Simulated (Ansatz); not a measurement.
AlNi at several levels of theory

One geometry, relaxed with PBE, and single points on it; plane waves with PAW potentials in Ansatz, scalar-relativistic unless the row names spin-orbit coupling. Collinear spin, which adds to the cost, in r2SCAN (no moment survived); no spin polarisation in PBE, LDA. Meshes are on the primitive cell of 2 atoms. Gaps are the least over mesh and band path; pressure is positive in compression. Smearing is Gaussian, 0.10 eV.

```
Al Ni
1.0
     2.89308    0.00000    0.00000
     0.00000    2.89308    0.00000
     0.00000    0.00000    2.89308
Al Ni
1 1
Direct
  0.00000 0.00000 0.00000
  0.50000 0.50000 0.50000
```

| level | cutoff (eV) | k mesh | gap (eV) | pressure (GPa) | rough cost with bands (core-min) |
| --- | --- | --- | --- | --- | --- |
| PBE | 420 | 14×14×14 | 0 | 0.0 | 0.4 |
| r2SCAN | 500 | 14×14×14 | 0 | -5.1 | 1.1 |
| LDA | 420 | 14×14×14 | 0 | -10.3 | 0.4 |